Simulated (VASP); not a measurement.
# Ni in VASP: further runs

One slab, Ni, is run at these levels: LDA, PBEsol, RPBE; tasks: work function.

Everything below comes from runs of VASP 6.6.1. Logs are shortened: lines on timing, memory, paths and dates and some standing lists are left out, and cuts for length are marked.

## (1) The structure

The cell holds a slab with vacuum, 7 atoms: a = 2.492 Å, b = 2.492 Å, c = 26.207 Å, α = 90.00°, β = 90.00°, γ = 60.00°.

The slab is cut from a database's or a generator's crystal, which needn't be the stable form of the element.

## (2) Work function, LDA, collinear spin, ferromagnetic start

Contents of INCAR:

```
SYSTEM = Ni
PREC = Accurate
ENCUT = 520
EDIFF = 1E-6
ISMEAR = 0
SIGMA = 0.1
LREAL = .FALSE.
LASPH = .TRUE.
NELM = 120
ALGO = Normal
ISIF = 2
LWAVE = .FALSE.
LCHARG = .TRUE.
ISPIN = 2
MAGMOM = 1 1 1 1 1 1 1
LORBIT = 11
LMAXMIX = 4
GGA = CA
LELF = .TRUE.
LVHAR = .TRUE.
LVACPOTAV = .TRUE.
```

Contents of KPOINTS:

```
Automatic mesh
0
G
  12 12 1
  0 0 0
```

Contents of POSCAR:

```
Ni
1.0
    2.4918442969      0.0000000000      0.0000000000
    1.2459221485      2.1580004634      0.0000000000
    0.0000000000      0.0000000000     26.2074940917
Ni
7
Direct
    0.0000000000      0.0000000000      0.2670991731
    0.3333333333      0.3333333333      0.3447327820
    0.6666666667      0.6666666667      0.4223663910
    0.0000000000      0.0000000000      0.5000000000
    0.3333333333      0.3333333333      0.5776336090
    0.6666666667      0.6666666667      0.6552672180
    0.0000000000      0.0000000000      0.7329008269
```

Potentials or basis: VASP PAW LDA potentials, release 64 (Ni).

Command:

```bash
cat potpaw_LDA.64/Ni/POTCAR > POTCAR
mpirun -np 1 vasp_std > vasp.out
```

OUTCAR:

```text
SYSTEM = Ni
   PREC = Accurate
   ENCUT = 520
   EDIFF = 1E-6
   ISMEAR = 0
   LREAL = .FALSE.
   LASPH = .TRUE.
   NELM = 120
   ISIF = 2
   ISPIN = 2
   LORBIT = 11
   GGA = CA

 ion  position               nearest neighbor table
   1  0.000  0.000  0.267-   2 2.49   2 2.49   2 2.49
   2  0.333  0.333  0.345-   1 2.49   1 2.49   1 2.49   3 2.49   3 2.49   3 2.49
   3  0.667  0.667  0.422-   2 2.49   2 2.49   4 2.49   4 2.49   4 2.49   2 2.49
   4  0.000  0.000  0.500-   3 2.49   5 2.49   3 2.49   5 2.49   5 2.49   3 2.49
   5  0.333  0.333  0.578-   6 2.49   6 2.49   4 2.49   4 2.49   4 2.49   6 2.49
   6  0.667  0.667  0.655-   7 2.49   7 2.49   7 2.49   5 2.49   5 2.49   5 2.49
   7  0.000  0.000  0.733-   6 2.49   6 2.49   6 2.49

  LATTYP: Found a hexagonal cell.
 ALAT       =     2.4918442969
 C/A-ratio  =    10.5173080533

  Lattice vectors:

 A1 = (  -1.2459221485,  -2.1580004634,   0.0000000000)
 A2 = (   2.4918442969,   0.0000000000,   0.0000000000)
 A3 = (   0.0000000000,   0.0000000000,  26.2074940917)

Analysis of symmetry for initial positions (statically):
=====================================================================
 Subroutine PRICEL returns:
 Original cell was already a primitive cell.

 Routine SETGRP: Setting up the symmetry group for a
 hexagonal supercell.

 Subroutine GETGRP returns: Found 12 space group operations
 (whereof 12 operations were pure point group operations)
 out of a pool of 24 trial point group operations.

The static configuration has the point symmetry D_3d.

Analysis of symmetry for dynamics (positions and initial velocities):
=====================================================================
 Subroutine PRICEL returns:
 Original cell was already a primitive cell.

 Routine SETGRP: Setting up the symmetry group for a
 hexagonal supercell.

 Subroutine GETGRP returns: Found 12 space group operations
 (whereof 12 operations were pure point group operations)
 out of a pool of 24 trial point group operations.

The dynamic configuration has the point symmetry D_3d.

Analysis of structural, dynamic, and magnetic symmetry:
=====================================================================
 Subroutine PRICEL returns:
 Original cell was already a primitive cell.

 Routine SETGRP: Setting up the symmetry group for a
 hexagonal supercell.

 Subroutine GETGRP returns: Found 12 space group operations
 (whereof 12 operations were pure point group operations)
 out of a pool of 24 trial point group operations.

The overall configuration has the point symmetry D_3d.

 Subroutine INISYM returns: Found 12 space group operations
 (whereof 12 operations are pure point group operations),
 and found     1 'primitive' translations

----------------------------------------------------------------------------------------

                                     Primitive cell

  volume of cell :     140.9282

  direct lattice vectors                    reciprocal lattice vectors
     2.491844297  0.000000000  0.000000000     0.401309183 -0.231695965  0.000000000
     1.245922149  2.158000463  0.000000000     0.000000000  0.463391930  0.000000000
     0.000000000  0.000000000 26.207494092     0.000000000  0.000000000  0.038157025

  length of vectors
     2.491844297  2.491844297 26.207494092     0.463391930  0.463391930  0.038157025

  position of ions in fractional coordinates (direct lattice)
     0.000000000  0.000000000  0.267099173
     0.333333333  0.333333333  0.344732782
     0.666666667  0.666666667  0.422366391
     0.000000000  0.000000000  0.500000000
     0.333333333  0.333333333  0.577633609
     0.666666667  0.666666667  0.655267218
     0.000000000  0.000000000  0.732900827

  ion indices of the primitive-cell ions
   primitive index   ion index
                 1           1
                 2           2
                 3           3
                 4           4
                 5           5
                 6           6
                 7           7

----------------------------------------------------------------------------------------

 KPOINTS: Automatic mesh

Automatic generation of k-mesh.
 Grid dimensions read from file:
 generate k-points for:   12   12    1

 Generating k-lattice:

  Cartesian coordinates                     Fractional coordinates (reciprocal lattice)
     0.033442432 -0.019307997  0.000000000     0.083333333  0.000000000  0.000000000
     0.000000000  0.038615994  0.000000000     0.000000000  0.083333333  0.000000000
     0.000000000  0.000000000  0.038157025     0.000000000  0.000000000  1.000000000

  Length of vectors
     0.038615994  0.038615994  0.038157025

  Shift w.r.t. Gamma in fractional coordinates (k-lattice)
     0.000000000  0.000000000  0.000000000

 Subroutine IBZKPT returns following result:
 ===========================================

 Found     19 irreducible k-points:

 Following reciprocal coordinates:
            Coordinates               Weight
  0.000000  0.000000  0.000000      1.000000
  0.083333 -0.000000  0.000000      6.000000
  0.166667  0.000000  0.000000      6.000000
  0.250000 -0.000000  0.000000      6.000000
  0.333333 -0.000000  0.000000      6.000000
  0.416667  0.000000  0.000000      6.000000
[... 11 lines left out ...]
 -0.416667  0.250000  0.000000     12.000000
 -0.333333  0.333333  0.000000      2.000000
   k-points           NKPTS =     19   k-points in BZ     NKDIM =     19   number of bands    NBANDS=     46
   number of dos      NEDOS =    301   number of ions     NIONS =      7
   total plane-waves  NPLWV =  78400
   dimension x,y,z NGX =    20 NGY =   20 NGZ =  196
   dimension x,y,z NGXF=    40 NGYF=   40 NGZF=  392
   ions per type =               7
   NGX,Y,Z   is equivalent  to a cutoff of  13.34, 13.34, 12.43 a.u.
   NGXF,Y,Z  is equivalent  to a cutoff of  26.69, 26.69, 24.87 a.u.
 SYSTEM =  Ni
   PREC   = accura    normal or accurate (medium, high low for compatibility)
   ISTART =      0    job   : 0-new  1-cont  2-samecut
   ICHARG =      2    charge: 1-file 2-atom 10-const
   ISPIN  =      2    spin polarized calculation?
   LNONCOLLINEAR =      F non collinear calculations
   LSORBIT =      F    spin-orbit coupling
   LASPH  =      T    aspherical Exc in radial PAW
   ENCUT  =  520.0 eV  38.22 Ry    6.18 a.u.   4.63  4.63 48.73*2*pi/ulx,y,z
   NELM   =    120;   NELMIN=  2; NELMDL= -5     # of ELM steps
   EDIFF  = 0.1E-05   stopping-criterion for ELM
   LREAL  =      F    real-space projection
   EDIFFG = 0.1E-04   stopping-criterion for IOM
   NSW    =      0    number of steps for IOM
   IBRION =     -1    ionic relax: 0-MD 1-quasi-New 2-CG
   NFREE  =      0    steps in history (QN), initial steepest desc. (CG)
   ISIF   =      2    stress and relaxation
   ISYM   =      2    0-nonsym 1-usesym 2-fastsym
   POTIM  = 0.5000    time-step for ionic-motion
   TEBEG  =    0.0;   TEEND  =   0.0 temperature during run
   PSTRESS=    0.0 pullay stress
   NELECT =      70.0000    total number of electrons
   NUPDOWN=      -1.0000    fix difference up-down
   EMIN   =  10.00;   EMAX   =-10.00  energy-range for DOS
   EFERMI =   0.00;   METHOD = LEGACY
   ISMEAR =     0;   SIGMA  =   0.10  broadening in eV -4-tet -1-fermi 0-gaus
   EFERMI_NEDOS =   21; number of points for ismear=-14 and -15
   IALGO  =     38    algorithm
   IMIX   =      4    mixing-type and parameters
     AMIX     =   0.40;   BMIX     =  1.00
     AMIX_MAG =   1.60;   BMIX_MAG =  1.00
  volume/ion in A,a.u.               =      20.13       135.86
  Fermi-wavevector in a.u.,A,eV,Ry     =   1.296507  2.450043 22.870447  1.680930
  Thomas-Fermi vector in A             =   2.427959
   LORBIT       =     11    0 simple, 1 ext, 2 COOP (PROOUT), +10 PAW based schemes
   GGA     = CA    functional components
   LHFCALC =     F    Hartree Fock is set to
   AEXX    =    0.0000 exact exchange contribution
   IVDW    =     0    specifies the selected vdW correction
   LEPSILON=     F    determine dielectric tensor
   LRPA    =     F    only Hartree local field effects (RPA)
 spin polarized calculation
 Gauss-broadening in eV      SIGMA  =   0.10
  energy-cutoff  :      520.00
  volume of cell :      140.93
 maximum number of plane-waves:      3833
   NGX =  9   NGY =  9   NGZ = 97

 number of electron      70.0000012 magnetization       4.2914669

 Free energy of the ion-electron system (eV)
  ---------------------------------------------------
  ext. energy  EPLUGINS =         0.00000000
  ---------------------------------------------------
  free energy    TOTEN  =       -43.98652151 eV

  energy without entropy =      -43.91082134  energy(sigma->0) =      -43.94867142

 E-fermi :   2.4210     XC(G=0):  -8.1204

 val. band max:        2.4202178862   @ k =  -0.4167   0.1667   0.0000
 cond. band min:       2.4226740020   @ k =  -0.4167   0.2500   0.0000
 fundamental gap:      0.0024561159
 Fermi energy:         2.4209944206

 spin component 1

 k-point     1 :       0.0000    0.0000    0.0000
  band No.  band energies     occupation
      1      -6.3506      1.00000
      2      -5.8358      1.00000
      3      -5.0223      1.00000
      4      -4.0303      1.00000
      5      -3.0762      1.00000
      6      -2.5039      1.00000
[... 38 lines left out ...]
     45       7.7729      0.00000
     46       8.6128      0.00000

 k-point     2 :       0.0833   -0.0000    0.0000
  band No.  band energies     occupation
      1      -6.1123      1.00000
      2      -5.6026      1.00000
      3      -4.7975      1.00000
      4      -3.8168      1.00000
      5      -2.8767      1.00000
      6      -2.3237      1.00000
[... 825 lines left out ...]
 k-point    19 :      -0.3333    0.3333    0.0000
  band No.  band energies     occupation
      1      -1.1395      1.00000
      2      -1.1395      1.00000
      3      -1.1226      1.00000
      4      -1.0307      1.00000
      5      -1.0307      1.00000
      6      -0.9881      1.00000
[... 38 lines left out ...]
     45       9.3814      0.00000
     46       9.3814      0.00000
 Fermi energy:         2.4209944206

 spin component 2

 k-point     1 :       0.0000    0.0000    0.0000
  band No.  band energies     occupation
      1      -6.3118      1.00000
      2      -5.7952      1.00000
      3      -4.9779      1.00000
      4      -3.9655      1.00000
      5      -2.9452      1.00000
      6      -2.2389      1.00000
[... 38 lines left out ...]
     45       7.8087      0.00000
     46       8.7626      0.00000

 k-point     2 :       0.0833   -0.0000    0.0000
  band No.  band energies     occupation
      1      -6.0731      1.00000
      2      -5.5614      1.00000
      3      -4.7521      1.00000
      4      -3.7501      1.00000
      5      -2.7419      1.00000
      6      -2.0506      1.00000
[... 825 lines left out ...]
 k-point    19 :      -0.3333    0.3333    0.0000
  band No.  band energies     occupation
      1      -0.6471      1.00000
      2      -0.6471      1.00000
      3      -0.6443      1.00000
      4      -0.5784      1.00000
      5      -0.5706      1.00000
      6      -0.5706      1.00000
[... 38 lines left out ...]
     45       9.6283      0.00000
     46       9.6283      0.00000

------------------------ aborting loop because EDIFF is reached ----------------------------------------

  FORCE on cell =-STRESS in cart. coord.  units (eV):
  Direction    XX          YY          ZZ          XY          YZ          ZX
  --------------------------------------------------------------------------------------
  -------------------------------------------------------------------------------------
  Total      -10.1295665    -10.1295665     -7.9817137     -0.0000000      0.0000000      0.0000000
  in kB     -115.1604914   -115.1604914    -90.7420936     -0.0000000      0.0000000      0.0000000
  external PRESSURE =    -107.0210254 kB  Pullay stress =       0.0000000 kB

 VOLUME and BASIS-vectors are now :
 -----------------------------------------------------------------------------
  energy-cutoff  :      520.00
  volume of cell :      140.93
      direct lattice vectors                 reciprocal lattice vectors
     2.491844297  0.000000000  0.000000000     0.401309183 -0.231695965  0.000000000
     1.245922149  2.158000463  0.000000000     0.000000000  0.463391930  0.000000000
     0.000000000  0.000000000 26.207494092     0.000000000  0.000000000  0.038157025

 POSITION                                       TOTAL-FORCE (eV/Angst)
 -----------------------------------------------------------------------------------
      0.00000      0.00000      7.00000        -0.000000      0.000000      0.740477
      1.24592      0.71933      9.03458        -0.000000      0.000000     -0.115207
      2.49184      1.43867     11.06916         0.000000      0.000000     -0.033040
      0.00000      0.00000     13.10375        -0.000000      0.000000      0.000000
      1.24592      0.71933     15.13833         0.000000     -0.000000      0.033040
      2.49184      1.43867     17.17291        -0.000000     -0.000000      0.115207
      0.00000      0.00000     19.20749        -0.000000      0.000000     -0.740477
 -----------------------------------------------------------------------------------
    total drift:                               -0.000000     -0.000000      0.000000

  FREE ENERGIE OF THE ION-ELECTRON SYSTEM (eV)
  ---------------------------------------------------
  free  energy   TOTEN  =       -43.9865215069 eV

  energy  without entropy=      -43.9108213416  energy(sigma->0) =      -43.94867142

 total charge

# of ion       s       p       d       tot
------------------------------------------
    1        0.488   0.374   8.316   9.178
    2        0.492   0.488   8.323   9.302
    3        0.498   0.490   8.322   9.310
    4        0.496   0.490   8.324   9.311
    5        0.498   0.490   8.322   9.310
    6        0.492   0.488   8.323   9.302
    7        0.488   0.374   8.316   9.178
--------------------------------------------------
tot          3.451   3.195  58.245  64.891

 magnetization (x)

# of ion       s       p       d       tot
------------------------------------------
    1       -0.004  -0.018   0.637   0.615
    2       -0.007  -0.019   0.675   0.649
    3       -0.004  -0.019   0.628   0.606
    4       -0.007  -0.019   0.627   0.602
    5       -0.004  -0.019   0.628   0.606
    6       -0.007  -0.019   0.675   0.649
    7       -0.004  -0.018   0.637   0.615
--------------------------------------------------
tot         -0.036  -0.130   4.509   4.342
```

Wall time 7.2 min (1 thread of Intel Xeon 6975P-C (Granite Rapids), shared host); peak memory 0.34 GiB.

What came out:

```
Free energy                                           : -43.9865 eV
Largest force                                         : 0.740 eV/Å
Band gap on the k mesh                                : none (metal or under the smearing width)
Net moment                                            : 4.29 μB per cell
Site moments                                          : Ni +0.61, +0.65, +0.60 μB
Valence electrons inside the program's atomic spheres : Ni 9.18, 9.30, 9.31
```

Forces on the atoms (eV/Å):
```
Ni   0.000  0.000  0.740
Ni   0.000  0.000 -0.115
Ni   0.000  0.000 -0.033
Ni   0.000  0.000  0.000
Ni   0.000  0.000  0.033
Ni   0.000  0.000  0.115
Ni   0.000  0.000 -0.740
```

[end of part 1 of 2]
